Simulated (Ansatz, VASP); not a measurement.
GaAs: programs and potentials compared

The starting cell:

```xyz
2
Lattice="0.0000 2.8268 2.8268 2.8268 0.0000 2.8268 2.8268 2.8268 0.0000" Properties=species:S:1:pos:R:3 pbc="T T T"
As    4.2403    4.2403    4.2403
Ga    0.0000    0.0000    0.0000
```

Alike in all runs: task relaxation of cell and atoms; functional RPBE; k mesh 8 × 8 × 8; occupations fermi-dirac, width 0.05 eV; no spin polarisation; no spin-orbit coupling.

```csv
program and potentials,plane-wave cutoff (eV),notes,equilibrium volume (Å³/atom)
"Ansatz, Ansatz PAW",420,"potentials made for PBE, which Ansatz adapts in part; 14 valence electrons an atom on average",24.45
"Ansatz, all-electron LAPW, scalar-relativistic",-,-,24.44
"VASP, PBE PAW files As, Ga_d, 600 eV",600,potentials made for PBE; 9 valence electrons an atom on average,24.52
```

The equilibrium volume spans 24.44 (Ansatz, all-electron LAPW, scalar-relativistic) to 24.52 Å³/atom (VASP, PBE PAW files As, Ga_d, 600 eV), with all-electron results at 24.44. Some sets were made for another functional than the one run, which can shift their rows. Relaxations stop with a little pressure left, so the last digit of a volume isn't settled.

The functional is the same throughout but for its coding, so the spread measures potentials, basis and numerics; runs on potential files found faulty are left out.
